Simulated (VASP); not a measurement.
# Ni (Fm-3m) in VASP: a series of runs

One crystal, Ni, is run at these levels: PBE+U; tasks: relaxation of cell and atoms, single point.

Everything below comes from runs of VASP 6.6.1. Logs are shortened: lines on timing, memory, paths and dates and some standing lists are left out, and cuts for length are marked.

**1. Starting point**

The structure is cubic, space group Fm-3m (No. 225). The conventional cell has a = 3.524 Å, b = 3.524 Å, c = 3.524 Å, α = 90.00°, β = 90.00°, γ = 90.00°. Ni (site symmetry m-3m) is surrounded by 12 Ni at 2.49 Å.

**2. Relaxation of cell and atoms, PBE+U, collinear spin, ferromagnetic start**

Contents of INCAR:

```
  ALGO = Normal
  EDIFF = 1E-7
  EDIFFG = -0.002
  ENCUT = 520
  GGA = PE
  IBRION = 2
  ISIF = 3
  ISMEAR = 0
  ISPIN = 2
  LASPH = True
  LCHARG = False
  LDAU = True
  LDAUJ = 0
  LDAUL = 2
  LDAUPRINT = 1
  LDAUTYPE = 2
  LDAUU = 2
  LMAXMIX = 4
  LORBIT = 11
  LREAL = False
  LWAVE = False
  MAGMOM = 0.8
  NELM = 150
  NSW = 80
  PREC = Accurate
  SIGMA = 0.1
```

Contents of KPOINTS:

```
k-points
0
Gamma
  20 20 20
```

Contents of POSCAR:

```
Ni
1.0
    0.0000000000      1.7619350000      1.7619350000
    1.7619350000      0.0000000000      1.7619350000
    1.7619350000      1.7619350000      0.0000000000
Ni
1
Direct
    0.0000000000      0.0000000000      0.0000000000
```

Potentials or basis: VASP PAW PBE potentials, release 64 (Ni).

On the command line:

```sh
$ cat potpaw_PBE.64/Ni/POTCAR > POTCAR
$ mpirun -np 1 vasp_std > vasp.out
```

OUTCAR:

```text
EDIFF = 1E-7
   EDIFFG = -0.002
   ENCUT = 520
   GGA = PE
   IBRION = 2
   ISIF = 3
   ISMEAR = 0
   ISPIN = 2
   LASPH = True
   LORBIT = 11
   LREAL = False
   NELM = 150
   NSW = 80
   PREC = Accurate

 ion  position               nearest neighbor table
   1  0.000  0.000  0.000-

  LATTYP: Found a face centered cubic cell.
 ALAT       =     3.5238700000

  Lattice vectors:

 A1 = (   0.0000000000,   1.7619350000,   1.7619350000)
 A2 = (   1.7619350000,   0.0000000000,   1.7619350000)
 A3 = (   1.7619350000,   1.7619350000,   0.0000000000)

Analysis of symmetry for initial positions (statically):
=====================================================================
 Subroutine PRICEL returns:
 Original cell was already a primitive cell.

 Routine SETGRP: Setting up the symmetry group for a
 face centered cubic supercell.

 Subroutine GETGRP returns: Found 48 space group operations
 (whereof 48 operations were pure point group operations)
 out of a pool of 48 trial point group operations.

The static configuration has the point symmetry O_h .

Analysis of symmetry for dynamics (positions and initial velocities):
=====================================================================
 Subroutine PRICEL returns:
 Original cell was already a primitive cell.

 Routine SETGRP: Setting up the symmetry group for a
 face centered cubic supercell.

 Subroutine GETGRP returns: Found 48 space group operations
 (whereof 48 operations were pure point group operations)
 out of a pool of 48 trial point group operations.

The dynamic configuration has the point symmetry O_h .

Analysis of structural, dynamic, and magnetic symmetry:
=====================================================================
 Subroutine PRICEL returns:
 Original cell was already a primitive cell.

 Routine SETGRP: Setting up the symmetry group for a
 face centered cubic supercell.

 Subroutine GETGRP returns: Found 48 space group operations
 (whereof 48 operations were pure point group operations)
 out of a pool of 48 trial point group operations.

The overall configuration has the point symmetry O_h .

 Subroutine INISYM returns: Found 48 space group operations
 (whereof 48 operations are pure point group operations),
 and found     1 'primitive' translations

----------------------------------------------------------------------------------------

                                     Primitive cell

  volume of cell :      10.9396

  direct lattice vectors                    reciprocal lattice vectors
     0.000000000  1.761935000  1.761935000    -0.283778914  0.283778914  0.283778914
     1.761935000  0.000000000  1.761935000     0.283778914 -0.283778914  0.283778914
     1.761935000  1.761935000  0.000000000     0.283778914  0.283778914 -0.283778914

  length of vectors
     2.491752373  2.491752373  2.491752373     0.491519496  0.491519496  0.491519496

  position of ions in fractional coordinates (direct lattice)
     0.000000000  0.000000000  0.000000000

  ion indices of the primitive-cell ions
   primitive index   ion index
                 1           1

----------------------------------------------------------------------------------------

 KPOINTS: k-points

Automatic generation of k-mesh.
 Grid dimensions read from file:
 generate k-points for:   20   20   20

 Generating k-lattice:

[... 51 lines left out ...]
 SYSTEM =  unknown system
   PREC   = accura    normal or accurate (medium, high low for compatibility)
   ISTART =      0    job   : 0-new  1-cont  2-samecut
   ICHARG =      2    charge: 1-file 2-atom 10-const
   ISPIN  =      2    spin polarized calculation?
   LNONCOLLINEAR =      F non collinear calculations
   LSORBIT =      F    spin-orbit coupling
   LASPH  =      T    aspherical Exc in radial PAW
   ENCUT  =  520.0 eV  38.22 Ry    6.18 a.u.   4.63  4.63  4.63*2*pi/ulx,y,z
   NELM   =    150;   NELMIN=  2; NELMDL= -5     # of ELM steps
   EDIFF  = 0.1E-06   stopping-criterion for ELM
   LREAL  =      F    real-space projection
   EDIFFG = -.2E-02   stopping-criterion for IOM
   NSW    =     80    number of steps for IOM
   IBRION =      2    ionic relax: 0-MD 1-quasi-New 2-CG
   NFREE  =      1    steps in history (QN), initial steepest desc. (CG)
   ISIF   =      3    stress and relaxation
   ISYM   =      2    0-nonsym 1-usesym 2-fastsym
   POTIM  = 0.5000    time-step for ionic-motion
   TEBEG  =    0.0;   TEEND  =   0.0 temperature during run
   PSTRESS=    0.0 pullay stress
   NELECT =      10.0000    total number of electrons
   NUPDOWN=      -1.0000    fix difference up-down
   EMIN   =  10.00;   EMAX   =-10.00  energy-range for DOS
   EFERMI =   0.00;   METHOD = LEGACY
   ISMEAR =     0;   SIGMA  =   0.10  broadening in eV -4-tet -1-fermi 0-gaus
   EFERMI_NEDOS =   21; number of points for ismear=-14 and -15
   IALGO  =     38    algorithm
   IMIX   =      4    mixing-type and parameters
     AMIX     =   0.40;   BMIX     =  1.00
     AMIX_MAG =   1.60;   BMIX_MAG =  1.00
  volume/ion in A,a.u.               =      10.94        73.82
  Fermi-wavevector in a.u.,A,eV,Ry     =   1.588821  3.002436 34.345893  2.524352
  Thomas-Fermi vector in A             =   2.687765
   LORBIT       =     11    0 simple, 1 ext, 2 COOP (PROOUT), +10 PAW based schemes
 LDA+U is selected, type is set to LDAUTYPE =  2
   angular momentum for each species LDAUL =     2
   U (eV)           for each species LDAUU =   2.0
   J (eV)           for each species LDAUJ =   0.0
   GGA     = PE    functional components
   LHFCALC =     F    Hartree Fock is set to
   AEXX    =    0.0000 exact exchange contribution
   IVDW    =     0    specifies the selected vdW correction
   LEPSILON=     F    determine dielectric tensor
   LRPA    =     F    only Hartree local field effects (RPA)
 conjugate gradient relaxation of ions
 spin polarized calculation
 Gauss-broadening in eV      SIGMA  =   0.10
  energy-cutoff  :      520.00
  volume of cell :       10.94
 maximum number of plane-waves:       306
   NGX =  9   NGY =  9   NGZ =  9

--------------------------------------- Ionic step        1  -------------------------------------------

 number of electron      10.0000010 magnetization       0.6878432

 Free energy of the ion-electron system (eV)
  ---------------------------------------------------
  ext. energy  EPLUGINS =         0.00000000
  ---------------------------------------------------
  free energy    TOTEN  =        -4.19032984 eV

  energy without entropy =       -4.18262501  energy(sigma->0) =       -4.18647742

------------------------ aborting loop because EDIFF is reached ----------------------------------------

  FORCE on cell =-STRESS in cart. coord.  units (eV):
  Direction    XX          YY          ZZ          XY          YZ          ZX
  --------------------------------------------------------------------------------------
  -------------------------------------------------------------------------------------
  Total       -0.2825335     -0.2825335     -0.2825335     -0.0000000     -0.0000000     -0.0000000
  in kB      -41.3790920    -41.3790920    -41.3790920     -0.0000000     -0.0000000     -0.0000000
  external PRESSURE =     -41.3790920 kB  Pullay stress =       0.0000000 kB
[... 51 lines left out ...]
  FREE ENERGIE OF THE ION-ELECTRON SYSTEM (eV)
  ---------------------------------------------------
  free  energy   TOTEN  =        -4.1919613675 eV

  energy  without entropy=       -4.1847122231  energy(sigma->0) =       -4.18833680

atom =   1  type =  1  l = 2

 onsite density matrix

spin component  1

  0.9125 -0.0000 -0.0000 -0.0000 -0.0000
 -0.0000  0.9125  0.0000  0.0000 -0.0000
 -0.0000  0.0000  0.9217 -0.0000  0.0000
 -0.0000  0.0000 -0.0000  0.9125 -0.0000
 -0.0000 -0.0000  0.0000 -0.0000  0.9217

spin component  2

  0.7005  0.0000 -0.0000  0.0000  0.0000
  0.0000  0.7005 -0.0000 -0.0000  0.0000
 -0.0000 -0.0000  0.8730  0.0000 -0.0000
  0.0000 -0.0000  0.0000  0.7005  0.0000
  0.0000  0.0000 -0.0000  0.0000  0.8730

 occupancies and eigenvectors

  o =  0.7005  v =  0.0000  0.0000  0.0000  0.0000  0.0000  0.0000 -0.9900  0.0000 -0.1412 -0.0000      0.0000  0.0000  0.0000  0.0000  0.0000  0.0000  0.0000  0.0000  0.0000  0.0000
  o =  0.7005  v =  0.0000  0.0000  0.0000  0.0000  0.0000  0.0000 -0.1412 -0.0000  0.9900  0.0000      0.0000  0.0000  0.0000  0.0000  0.0000  0.0000  0.0000  0.0000  0.0000  0.0000
  o =  0.7005  v =  0.0000  0.0000  0.0000  0.0000  0.0000  1.0000  0.0000  0.0000  0.0000  0.0000      0.0000  0.0000  0.0000  0.0000  0.0000  0.0000  0.0000  0.0000  0.0000  0.0000
  o =  0.8730  v =  0.0000  0.0000  0.0000  0.0000  0.0000  0.0000 -0.0000  0.9358  0.0000  0.3525      0.0000  0.0000  0.0000  0.0000  0.0000  0.0000  0.0000  0.0000  0.0000  0.0000
  o =  0.8730  v =  0.0000  0.0000  0.0000  0.0000  0.0000  0.0000  0.0000  0.3525  0.0000 -0.9358      0.0000  0.0000  0.0000  0.0000  0.0000  0.0000  0.0000  0.0000  0.0000  0.0000
  o =  0.9125  v =  1.0000  0.0000  0.0000  0.0000  0.0000  0.0000  0.0000  0.0000  0.0000  0.0000      0.0000  0.0000  0.0000  0.0000  0.0000  0.0000  0.0000  0.0000  0.0000  0.0000
  o =  0.9125  v =  0.0000  0.5126  0.0000 -0.8587 -0.0000  0.0000  0.0000  0.0000  0.0000  0.0000      0.0000  0.0000  0.0000  0.0000  0.0000  0.0000  0.0000  0.0000  0.0000  0.0000
  o =  0.9125  v =  0.0000 -0.8587 -0.0000 -0.5126 -0.0000  0.0000  0.0000  0.0000  0.0000  0.0000      0.0000  0.0000  0.0000  0.0000  0.0000  0.0000  0.0000  0.0000  0.0000  0.0000
  o =  0.9217  v =  0.0000  0.0000 -0.7181  0.0000  0.6959  0.0000  0.0000  0.0000  0.0000  0.0000      0.0000  0.0000  0.0000  0.0000  0.0000  0.0000  0.0000  0.0000  0.0000  0.0000
  o =  0.9217  v =  0.0000  0.0000 -0.6959  0.0000 -0.7181  0.0000  0.0000  0.0000  0.0000  0.0000      0.0000  0.0000  0.0000  0.0000  0.0000  0.0000  0.0000  0.0000  0.0000  0.0000

--------------------------------------- Ionic step        3  -------------------------------------------

 number of electron      10.0000005 magnetization       0.6680214

 Free energy of the ion-electron system (eV)
  ---------------------------------------------------
  ext. energy  EPLUGINS =         0.00000000
  ---------------------------------------------------
  free energy    TOTEN  =        -4.19379750 eV

  energy without entropy =       -4.18631532  energy(sigma->0) =       -4.19005641

 E-fermi :   9.4067     XC(G=0): -13.3305

 val. band max:        9.4005069610   @ k =   0.3500   0.2000   0.1000
 cond. band min:       9.4076256764   @ k =  -0.3500   0.3000   0.0000
 fundamental gap:      0.0071187153
 Fermi energy:         9.4067020409

 spin component 1

 k-point     1 :       0.0000    0.0000    0.0000
  band No.  band energies     occupation
      1       0.5333      1.00000
      2       6.4778      1.00000
      3       6.4778      1.00000
      4       6.4779      1.00000
      5       7.7578      1.00000
      6       7.7578      1.00000
      7      33.5638      0.00000
      8      37.5674      0.00000
      9      37.5674      0.00000
[... 596 lines left out ...]
  FREE ENERGIE OF THE ION-ELECTRON SYSTEM (eV)
  ---------------------------------------------------
  free  energy   TOTEN  =        -4.1937975004 eV

  energy  without entropy=       -4.1863153199  energy(sigma->0) =       -4.19005641

 reached required accuracy - stopping structural energy minimisation

 total charge

# of ion       s       p       d       tot
------------------------------------------
    1        0.498   0.488   8.401   9.387

 magnetization (x)

# of ion       s       p       d       tot
------------------------------------------
    1       -0.011  -0.036   0.735   0.688
```

Run time: 78 s. Hardware: 1 thread of Intel Xeon Platinum 8488C (Sapphire Rapids), shared host; peak memory 0.17 GiB.

What came out:

```
Free energy                                           : -4.1938 eV
Relaxed volume                                        : 10.68 Å³/atom
Relaxed cell                                          : a = 2.472 Å, b = 2.472 Å, c = 2.472 Å, α = 60.00°, β = 60.00°, γ = 60.00°
Space group after relaxing (to 0.05 Å)                : Fm-3m (No. 225)
Energy gained by relaxing                             : 3.5 meV/atom
Ionic steps                                           : 3
Pressure after relaxing                               : 0.0 GPa
Band gap on the k mesh                                : none (metal or under the smearing width)
Net moment                                            : 0.67 μB per cell
Site moments                                          : Ni +0.69 μB
Valence electrons inside the program's atomic spheres : Ni 9.39
```

Step by step:
| step | energy change (eV) | largest force (eV/Å) | pressure (GPa) | volume (Å³) |
| --- | --- | --- | --- | --- |
| 1 | 0.0000 | 0.0000 | -4.14 | 10.94 |
| 2 | -0.0016 | 0.0000 | 3.33 | 10.50 |
| 3 | -0.0035 | 0.0000 | 0.01 | 10.68 |

Final structure:
```yaml
crystal:
  lattice:
    - [0.00000, 1.74785, 1.74785]
    - [1.74785, 0.00000, 1.74785]
    - [1.74785, 1.74785, 0.00000]
  atoms:
    - { symbol: Ni, position: [0.00000, 0.00000, 0.00000] }
```

Levels at points of the mesh, in eV from the Fermi level:
Spin up:
| k point | band 2 | band 3 | band 4 | band 5 | band 6 | band 7 | band 8 | band 9 |
| --- | --- | --- | --- | --- | --- | --- | --- | --- |
| (0.00, 0.00, 0.00) | -2.93 | -2.93 | -2.93 | -1.65 | -1.65 | 24.16 | 28.16 | 28.16 |
| (0.50, 0.00, 0.00) | -2.87 | -2.87 | -1.01 | -1.01 | -0.06 | 5.73 | 22.62 | 25.27 |
| (0.50, 0.50, 0.00) | -4.74 | -0.91 | -0.91 | -0.91 | 2.73 | 9.30 | 15.27 | 15.27 |
Spin down:
```
           k point  band 3  band 4  band 5  band 6  band 7  band 8
(0.00, 0.00, 0.00)   -1.64   -1.64   -1.00   -1.00   23.91   28.09
(0.50, 0.00, 0.00)   -2.03   -0.16    0.14    0.14    6.40   22.42
(0.50, 0.50, 0.00)   -0.24    0.52    0.52    2.65    9.56   15.25
```

Eigenvalues of the final occupation matrices:
| site | spin | trace | eigenvalues |
| --- | --- | --- | --- |
| site 1 d | 1 | 4.58 | 0.91 0.91 0.91 0.92 0.92 |
| site 1 d | 2 | 3.85 | 0.70 0.70 0.70 0.87 0.87 |

Caveat: the U is typed as a test and isn't derived for this compound.

(Part 1 of 3 ends here.)
